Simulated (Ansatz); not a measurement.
An input for Ansatz 0.2.0 (LiH):

The input input.yaml:

```yaml
crystal:
  lattice:
    - [0.0, 2.0896761056, 2.0896761056]
    - [2.0896761056, 0.0, 2.0896761056]
    - [2.0896761056, 2.0896761056, 0.0]
  atoms:
    - { symbol: Li, position_ang: [0.0, 0.0, 0.0] }
    - { symbol: H, position_ang: [2.089676106, 2.089676106, 2.089676106] }
hamiltonian:
  xc: r2scan
  pseudopotentials: { kind: paw }
  dispersion: d3bj
kpoints:
  mp_grid: { grid: [11, 11, 11] }
scf:
  occupations: { method: fixed }
  n_extra_bands: 14
output:
  eigenvalues: true
  wannier:
    kmesh: [6, 6, 6]
    projections: [{ site: 1, l: p }]
    minimise: true
    write_xyz: true
    disentanglement: { window: [-9.7, 11.8], frozen_window: [-8.2, 0.1] }
```

Potentials or basis: Ansatz PAW.

Launch:

```sh
$ ansatz run input.yaml --threads 1 --pin off --max-ram 2560MiB --backend cpu --events-out ev --progress --plain --runs-dir out
```

Q: Does this run start?

A: The run stopped without a result. It printed:

Output:

```text
Error: inconsistent input (output.wannier.projections): the file of H doesn't list 2p, and it can't be added: PBE doesn't bind the shell 2p of the free atom, whose level lies at +0.31 eV. Type an atom or ion with it (hamiltonian.pseudopotentials.projection_atoms), take another file or name another shell
```
